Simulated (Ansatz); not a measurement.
A calculation with Ansatz 0.2.0 of Hf (ASE script, structure from a P1 CIF):

The input run.py:

```python
import json

import ase.io
import numpy as np

import ansatz as az

atoms = ase.io.read("Hf.cif")
atoms.info.pop("occupancy", None)

calculation = (
    az.Crystal.from_ase(atoms)
    .calculation()
    .kpoints(10, 10, 10)
    .functional(exchange="slater", correlation="vwn5", dispersion="d3bj")
    .pseudopotentials(kind="paw")
    .occupations(method="gaussian", width=0.15)
    .forces()
    .stress()
    .band_table(publish=True)
)
outcome = calculation.run(threads=2, events_out="events.jsonl")

report = outcome.report
for line in open("events.jsonl"):
    event = json.loads(line)
    if event["event"] == "scf_iter":
        d = event["data"]
        print(f"SCF {d['iter']:3d}  HF = {d['harris_foulkes_ev']:.6f} eV  dr2 = {d['dr2_ev']:.2e} eV")
    elif event["event"] in ("relax_step", "md_step"):
        d = event["data"]
        print(f"{event['event']} {d['step']:3d}  E = {d['lagrangian_ev']:.6f} eV")
np.set_printoptions(precision=5, suppress=True, linewidth=110)
print("converged:", report["converged"], "after", report["n_iterations"], "iterations")
print(f"free energy {report['free_energy_ev']:.6f} eV, Fermi level {report['fermi_energy_ev']:.4f} eV")
for key in ("band_edges_ev", "magnetization_mub", "site_moments_mub", "site_moments_nc_mub", "forces_ev_ang",
                "stress_gpa"):
    if report.get(key) is not None:
        print(key, np.array(report[key]), sep="\n")
```

File Hf.cif:

```cif
data_Hf
_cell_length_a 3.13955411
_cell_length_b 3.13955411
_cell_length_c 3.13955411
_cell_angle_alpha 60.00000000
_cell_angle_beta 60.00000000
_cell_angle_gamma 60.00000000
_space_group_name_H-M_alt 'P1'
_space_group_name_Hall 'P 1'
_space_group_IT_number 1
loop_
_space_group_symop_operation_xyz
'x,y,z'
loop_
_atom_site_label
_atom_site_type_symbol
_atom_site_symmetry_multiplicity
_atom_site_Wyckoff_symbol
_atom_site_fract_x
_atom_site_fract_y
_atom_site_fract_z
_atom_site_occupancy
Hf1 Hf 1 a 0.0000000000 0.0000000000 0.0000000000 1
```

Potentials or basis: Ansatz PAW.

Run with:

```console
$ python run.py
```

This isn't the form of Hf at room conditions, which is hcp.

Problem. Write the same calculation in another form: native input, structure typed inline.

Solution. As run:

Contents of input.yaml:

```yaml
crystal:
  lattice:
    - [3.13955411, 0.0, 0.0]
    - [1.569777055, 2.7189336158, 0.0]
    - [1.569777055, 0.9063112053, 2.5634351965]
  atoms:
    - { symbol: Hf, position: [0.0, 0.0, 0.0] }
hamiltonian:
  xc: { exchange: slater, correlation: vwn5 }
  pseudopotentials: { kind: paw }
  dispersion: d3bj
kpoints:
  mp_grid: { grid: [10, 10, 10] }
scf:
  occupations: { method: gaussian, width: 0.15 }
output:
  forces: true
  stress: true
  eigenvalues: true
```

Potentials or basis: Ansatz PAW.

Command:

```console
$ ansatz run input.yaml --threads 2 --pin off --max-ram 5120MiB --backend cpu --events-out ev --progress --plain --runs-dir out
```

Both were run:

|  | ASE script, structure from a P1 CIF | native input, structure typed inline |
| --- | --- | --- |
| Pressure | -9.3 GPa | -9.3 GPa |
| Band gap on the k mesh | none (metal or under the smearing width) | none (metal or under the smearing width) |

Keys that steer only the numerical path or the files written may differ.

Caveat: pairwise dispersion overbinds metals, which lowers pressure and volume; the PAW data sets come from PBE, with cores solved anew for the run's functional, which leaves a small shift of forces and pressure; the dispersion damping was fitted for another functional or another form of the correction.
